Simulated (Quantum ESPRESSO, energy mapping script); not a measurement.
# MnS: energy mapping under PBE+U (4 eV), QE, GBRV, part 2 of 3

Aim: the exchange couplings of MnS from the energies of a few collinear orders, and the ordering temperature that they give.

PBE with U = 4 eV on Mn d, ortho-atomic projectors; plane waves, U on orthogonalised atomic orbitals unless named otherwise, collinear spin, no spin–orbit coupling.

So far. Step 3 (Run 2 (compensated +−; cell A, 4 atoms)): The run ends antiferromagnetic, 56.85 meV a magnetic atom below the parallel order of its cell. Step 4 (Parallel start in cell B (4 atoms)): The run ends ferromagnetic. For each magnetic atom its energy differs from the parallel run of the first cell by 0.86 meV, an error that one common reference would have brought in.

The database entry behind the starting cell differs from later determinations by our own check (an axis about 0.2 % short against later determinations), so it need not match the best structure at ambient conditions.

**5. Run 4 (compensated +−; cell B, 4 atoms)**

Level of this step: PBE with U = 4 eV on Mn d, ortho-atomic projectors, GBRV potentials (Quantum ESPRESSO).

This order reverses 8 of the 12 neighbours at 3.68 Å, 0 of the 6 neighbours at 5.21 Å and 16 of the 24 neighbours at 6.38 Å, counted for an average magnetic atom.

pw.in reads:

```
&control
  calculation = 'scf'
  prefix = 'pw'
  outdir = './tmp/'
  pseudo_dir = './pseudo/'
  verbosity = 'low'
/
&system
  ibrav = 0
  nat = 4
  ntyp = 3
  ecutwfc = 45
  ecutrho = 360
  nbnd = 33
  occupations = 'smearing'
  smearing = 'fd'
  degauss = 0.00367493
  nspin = 2
  starting_magnetization(1) = 0.3000
  starting_magnetization(2) = -0.3000
/
&electrons
  conv_thr = 1.0e-08
  electron_maxstep = 120
  mixing_beta = 0.3
  mixing_mode = 'plain'
/
ATOMIC_SPECIES
  Mn1 54.9380 Mn.upf
  Mn2 54.9380 Mn.upf
  S 32.0600 S.upf
CELL_PARAMETERS angstrom
  0.00000000 -2.60450000 -2.60450000
  0.00000000 2.60450000 -2.60450000
  5.20900000 0.00000000 0.00000000
ATOMIC_POSITIONS crystal
  Mn1 0.50000000 0.50000000 0.50000000
  Mn2 0.00000000 0.00000000 0.00000000
  S 0.50000000 0.50000000 0.00000000
  S 0.00000000 0.00000000 0.50000000
K_POINTS automatic
  6 6 4 0 0 0
HUBBARD {ortho-atomic}
U Mn1-3d 4
U Mn2-3d 4
```

Started as:

```sh
OMP_NUM_THREADS=1 mpirun -n 4 pw.x -nk 4 -in pw.in > pw.out
```

The program printed:

```text
[banner, memory and clock lines left out]
Program PWSCF v.7.5 starts
[...]
unit-cell volume          =     476.9026 (a.u.)^3
     number of atoms/cell      =            4
[...]
number of electrons       =        42.00
     number of Kohn-Sham states=           33
     kinetic-energy cutoff     =      45.0000  Ry
     charge density cutoff     =     360.0000  Ry
[...]
The total energy is F=E-TS. E is the sum of the following terms:
     one-electron contribution =    -264.93114325 Ry
     hartree contribution      =     147.71181863 Ry
     xc contribution           =     -70.53116946 Ry
     ewald contribution        =    -282.98656422 Ry
     Hubbard energy            =       0.08206621 Ry
     total magnetization       =     0.00 Bohr mag/cell
     absolute magnetization    =     9.72 Bohr mag/cell
     convergence has been achieved in  12 iterations
[key lines of the parts left out:]
!    total energy              =    -470.65499242 Ry
the Fermi energy is    10.5797 ev
```

Wall time 30 s (4 MPI ranks of Arm Neoverse V1, shared host); peak memory 0.57 GiB; 2 min of CPU time.

The run ends antiferromagnetic, 21.44 meV a magnetic atom below the parallel order of its cell.

**6. Order 5: parallel, cell C of 6 atoms**

A new cell needs its own zero of energy.

pw.in reads:

```
&control
  calculation = 'scf'
  prefix = 'pw'
  outdir = './tmp/'
  pseudo_dir = './pseudo/'
  verbosity = 'low'
/
&system
  ibrav = 0
  nat = 6
  ntyp = 2
  ecutwfc = 45
  ecutrho = 360
  nbnd = 54
  occupations = 'smearing'
  smearing = 'fd'
  degauss = 0.00367493
  nspin = 2
  starting_magnetization(1) = 0.3000
/
&electrons
  conv_thr = 1.5e-08
  electron_maxstep = 120
  mixing_beta = 0.3
  mixing_mode = 'plain'
/
ATOMIC_SPECIES
  Mn 54.9380 Mn.upf
  S 32.0600 S.upf
CELL_PARAMETERS angstrom
  0.00000000 2.60450000 2.60450000
  -2.60450000 0.00000000 -2.60450000
  -5.20900000 -5.20900000 5.20900000
ATOMIC_POSITIONS crystal
  Mn 0.00000000 0.00000000 0.00000000
  Mn 0.33333333 0.66666667 0.66666667
  Mn 0.66666667 0.33333333 0.33333333
  S 0.66666667 0.33333333 0.83333333
  S 0.00000000 0.00000000 0.50000000
  S 0.33333333 0.66666667 0.16666667
K_POINTS automatic
  7 7 3 0 0 0
HUBBARD {ortho-atomic}
U Mn-3d 4
```

The program printed:

```text
[banner, memory and clock lines left out]
Program PWSCF v.7.5 starts
[...]
unit-cell volume          =     715.3539 (a.u.)^3
     number of atoms/cell      =            6
[...]
number of electrons       =        63.00
     number of Kohn-Sham states=           54
     kinetic-energy cutoff     =      45.0000  Ry
     charge density cutoff     =     360.0000  Ry
[...]
The total energy is F=E-TS. E is the sum of the following terms:
     one-electron contribution =    -397.42794727 Ry
     hartree contribution      =     221.62780265 Ry
     xc contribution           =    -105.81610398 Ry
     ewald contribution        =    -424.47984633 Ry
     Hubbard energy            =       0.11814555 Ry
     total magnetization       =    15.00 Bohr mag/cell
     absolute magnetization    =    15.00 Bohr mag/cell
     convergence has been achieved in  11 iterations
[key lines of the parts left out:]
!    total energy              =    -705.97794956 Ry
the Fermi energy is    10.6454 ev
```

Elapsed: 52 s, on 4 MPI ranks; peak memory 0.71 GiB; 3.4 min of CPU time.

The run ends ferromagnetic. For each magnetic atom its energy differs from the parallel run of the first cell by 0.01 meV, an error that one common reference would have brought in.

**7. Order 6: uncompensated ++−, cell C of 6 atoms**

This order reverses 4 of the 12 neighbours at 3.68 Å, 4 of the 6 neighbours at 5.21 Å and 12 of the 24 neighbours at 6.38 Å, counted for an average magnetic atom.

pw.in: that of step 6 with these lines changed.

```diff
@@ -10,6 +10,6 @@
   nat = 6
-  ntyp = 2
+  ntyp = 3
   ecutwfc = 45
   ecutrho = 360
-  nbnd = 54
+  nbnd = 49
   occupations = 'smearing'
@@ -19,2 +19,3 @@
   starting_magnetization(1) = 0.3000
+  starting_magnetization(2) = -0.3000
 /
@@ -27,3 +28,4 @@
 ATOMIC_SPECIES
-  Mn 54.9380 Mn.upf
+  Mn1 54.9380 Mn.upf
+  Mn2 54.9380 Mn.upf
   S 32.0600 S.upf
@@ -34,5 +36,5 @@
 ATOMIC_POSITIONS crystal
-  Mn 0.00000000 0.00000000 0.00000000
-  Mn 0.33333333 0.66666667 0.66666667
-  Mn 0.66666667 0.33333333 0.33333333
+  Mn1 0.00000000 0.00000000 0.00000000
+  Mn1 0.33333333 0.66666667 0.66666667
+  Mn2 0.66666667 0.33333333 0.33333333
   S 0.66666667 0.33333333 0.83333333
@@ -43,2 +45,3 @@
 HUBBARD {ortho-atomic}
-U Mn-3d 4
+U Mn1-3d 4
+U Mn2-3d 4
```

The program printed:

```text
[banner, memory and clock lines left out]
Program PWSCF v.7.5 starts
[...]
unit-cell volume          =     715.3539 (a.u.)^3
     number of atoms/cell      =            6
[...]
number of electrons       =        63.00
     number of Kohn-Sham states=           49
     kinetic-energy cutoff     =      45.0000  Ry
     charge density cutoff     =     360.0000  Ry
[...]
The total energy is F=E-TS. E is the sum of the following terms:
     one-electron contribution =    -397.60090797 Ry
     hartree contribution      =     221.75395276 Ry
     xc contribution           =    -105.79150054 Ry
     ewald contribution        =    -424.47984633 Ry
     Hubbard energy            =       0.13060603 Ry
     total magnetization       =     5.00 Bohr mag/cell
     absolute magnetization    =    14.43 Bohr mag/cell
     convergence has been achieved in  12 iterations
[key lines of the parts left out:]
!    total energy              =    -705.98769606 Ry
the Fermi energy is    10.6691 ev
```

Wall time 53 s (4 MPI ranks); peak memory 0.83 GiB.

The run ends ferrimagnetic, 44.20 meV a magnetic atom below the parallel order of its cell.

**8. Order 7: parallel, cell D of 6 atoms**

A new cell needs its own zero of energy.

This run holds the same structure in another cell (b 3.683 → 5.209 Å, c 9.022 → 6.380 Å, α 90.0 → 114.1°, β 90.0 → 106.8°, γ 120.0 → 90.0°).

pw.in reads:

```
&control
  calculation = 'scf'
  prefix = 'pw'
  outdir = './tmp/'
  pseudo_dir = './pseudo/'
  verbosity = 'low'
/
&system
  ibrav = 0
  nat = 6
  ntyp = 2
  ecutwfc = 45
  ecutrho = 360
  nbnd = 54
  occupations = 'smearing'
  smearing = 'fd'
  degauss = 0.00367493
  nspin = 2
  starting_magnetization(1) = 0.3000
/
&electrons
  conv_thr = 1.5e-08
  electron_maxstep = 120
  mixing_beta = 0.3
  mixing_mode = 'plain'
/
ATOMIC_SPECIES
  Mn 54.9380 Mn.upf
  S 32.0600 S.upf
CELL_PARAMETERS angstrom
  0.00000000 -2.60450000 -2.60450000
  -5.20900000 0.00000000 0.00000000
  2.60450000 5.20900000 -2.60450000
ATOMIC_POSITIONS crystal
  Mn 0.66666667 0.66666667 0.33333333
  Mn 0.33333333 0.33333333 0.66666667
  Mn 0.00000000 0.00000000 0.00000000
  S 0.66666667 0.16666667 0.33333333
  S 0.33333333 0.83333333 0.66666667
  S 0.00000000 0.50000000 0.00000000
K_POINTS automatic
  6 6 6 0 0 0
HUBBARD {ortho-atomic}
U Mn-3d 4
```

The program printed:

```text
[banner, memory and clock lines left out]
Program PWSCF v.7.5 starts
[...]
unit-cell volume          =     715.3539 (a.u.)^3
     number of atoms/cell      =            6
[...]
number of electrons       =        63.00
     number of Kohn-Sham states=           54
     kinetic-energy cutoff     =      45.0000  Ry
     charge density cutoff     =     360.0000  Ry
[...]
The total energy is F=E-TS. E is the sum of the following terms:
     one-electron contribution =    -397.42837358 Ry
     hartree contribution      =     221.62826792 Ry
     xc contribution           =    -105.81614610 Ry
     ewald contribution        =    -424.47984633 Ry
     Hubbard energy            =       0.11814917 Ry
     total magnetization       =    15.00 Bohr mag/cell
     absolute magnetization    =    15.00 Bohr mag/cell
     convergence has been achieved in  10 iterations
[key lines of the parts left out:]
!    total energy              =    -705.97794929 Ry
the Fermi energy is    10.6079 ev
```

Elapsed: 1.9 min, on 4 MPI ranks; peak memory 0.98 GiB.

The run ends ferromagnetic. For each magnetic atom its energy differs from the parallel run of the first cell by 0.01 meV, an error that one common reference would have brought in.

**9. Order 8: uncompensated ++−, cell D of 6 atoms**

This order reverses 6.67 of the 12 neighbours at 3.68 Å, 2.67 of the 6 neighbours at 5.21 Å and 8 of the 24 neighbours at 6.38 Å, counted for an average magnetic atom.

pw.in: that of step 8 with these lines changed.

```diff
@@ -10,6 +10,6 @@
   nat = 6
-  ntyp = 2
+  ntyp = 3
   ecutwfc = 45
   ecutrho = 360
-  nbnd = 54
+  nbnd = 49
   occupations = 'smearing'
@@ -19,2 +19,3 @@
   starting_magnetization(1) = 0.3000
+  starting_magnetization(2) = -0.3000
 /
@@ -27,3 +28,4 @@
 ATOMIC_SPECIES
-  Mn 54.9380 Mn.upf
+  Mn1 54.9380 Mn.upf
+  Mn2 54.9380 Mn.upf
   S 32.0600 S.upf
@@ -34,5 +36,5 @@
 ATOMIC_POSITIONS crystal
-  Mn 0.66666667 0.66666667 0.33333333
-  Mn 0.33333333 0.33333333 0.66666667
-  Mn 0.00000000 0.00000000 0.00000000
+  Mn1 0.66666667 0.66666667 0.33333333
+  Mn1 0.33333333 0.33333333 0.66666667
+  Mn2 0.00000000 0.00000000 0.00000000
   S 0.66666667 0.16666667 0.33333333
@@ -43,2 +45,3 @@
 HUBBARD {ortho-atomic}
-U Mn-3d 4
+U Mn1-3d 4
+U Mn2-3d 4
```

The program printed:

```text
[banner, memory and clock lines left out]
Program PWSCF v.7.5 starts
[...]
unit-cell volume          =     715.3539 (a.u.)^3
     number of atoms/cell      =            6
[...]
number of electrons       =        63.00
     number of Kohn-Sham states=           49
     kinetic-energy cutoff     =      45.0000  Ry
     charge density cutoff     =     360.0000  Ry
[...]
The total energy is F=E-TS. E is the sum of the following terms:
     one-electron contribution =    -397.52900568 Ry
     hartree contribution      =     221.68345129 Ry
     xc contribution           =    -105.79020625 Ry
     ewald contribution        =    -424.47984633 Ry
     Hubbard energy            =       0.12889150 Ry
     total magnetization       =     5.00 Bohr mag/cell
     absolute magnetization    =    14.42 Bohr mag/cell
     convergence has been achieved in  12 iterations
[key lines of the parts left out:]
!    total energy              =    -705.98671547 Ry
the Fermi energy is    10.6385 ev
```

Elapsed: 2 min, on 4 MPI ranks; peak memory 1 GiB; 8 min of CPU time.

The run ends ferrimagnetic, 39.76 meV a magnetic atom below the parallel order of its cell.

**10. Order 9: parallel, cell E of 6 atoms**

The parallel order again, as the reference for this cell.

This run holds the same structure in another cell (b 5.209 → 3.683 Å, c 6.380 → 8.236 Å, α 114.1 → 102.9°, β 106.8 → 102.9°).

pw.in reads:

```
&control
  calculation = 'scf'
  prefix = 'pw'
  outdir = './tmp/'
  pseudo_dir = './pseudo/'
  verbosity = 'low'
/
&system
  ibrav = 0
  nat = 6
  ntyp = 2
  ecutwfc = 45
  ecutrho = 360
  nbnd = 54
  occupations = 'smearing'
  smearing = 'fd'
  degauss = 0.00367493
  nspin = 2
  starting_magnetization(1) = 0.3000
/
&electrons
  conv_thr = 1.5e-08
  electron_maxstep = 120
  mixing_beta = 0.3
  mixing_mode = 'plain'
/
ATOMIC_SPECIES
  Mn 54.9380 Mn.upf
  S 32.0600 S.upf
CELL_PARAMETERS angstrom
  0.00000000 2.60450000 2.60450000
  0.00000000 2.60450000 -2.60450000
  -7.81350000 -2.60450000 0.00000000
ATOMIC_POSITIONS crystal
  Mn 0.00000000 0.00000000 0.00000000
  Mn 0.33333333 0.33333333 0.66666667
  Mn 0.66666667 0.66666667 0.33333333
  S 0.83333333 0.83333333 0.66666667
  S 0.16666667 0.16666667 0.33333333
  S 0.50000000 0.50000000 0.00000000
K_POINTS automatic
  6 6 6 0 0 0
HUBBARD {ortho-atomic}
U Mn-3d 4
```

The program printed:

```text
[banner, memory and clock lines left out]
Program PWSCF v.7.5 starts
[...]
unit-cell volume          =     715.3539 (a.u.)^3
     number of atoms/cell      =            6
[...]
number of electrons       =        63.00
     number of Kohn-Sham states=           54
     kinetic-energy cutoff     =      45.0000  Ry
     charge density cutoff     =     360.0000  Ry
[...]
The total energy is F=E-TS. E is the sum of the following terms:
     one-electron contribution =    -397.42904511 Ry
     hartree contribution      =     221.62953652 Ry
     xc contribution           =    -105.81658196 Ry
     ewald contribution        =    -424.47984633 Ry
     Hubbard energy            =       0.11813671 Ry
     total magnetization       =    15.00 Bohr mag/cell
     absolute magnetization    =    15.00 Bohr mag/cell
     convergence has been achieved in  10 iterations
[key lines of the parts left out:]
!    total energy              =    -705.97780060 Ry
the Fermi energy is    10.6096 ev
```

It took 68 s on 4 MPI ranks; peak memory 0.73 GiB; 4.5 min of CPU time.

The run ends ferromagnetic. For each magnetic atom its energy differs from the parallel run of the first cell by 0.69 meV, an error that one common reference would have brought in.

(Continued in part 3 of 3.)

[Logs and program files are shortened in this print: banners, set-up blocks, solver, clock and traceback lines can be left out without a mark of their own.]

[Logs are printed without paths, hosts, clocks, repeated set-up lines and the standing remarks that a program may print on its own settings, such as how far it seeks lower states.]

[Hosts, paths, dates, database ids (printed as entryN), source tags and the programs' standing remarks are cut or masked in the printed files.]

[Where a cell is said to come from a database of computed structures, the database is the Materials Project.]
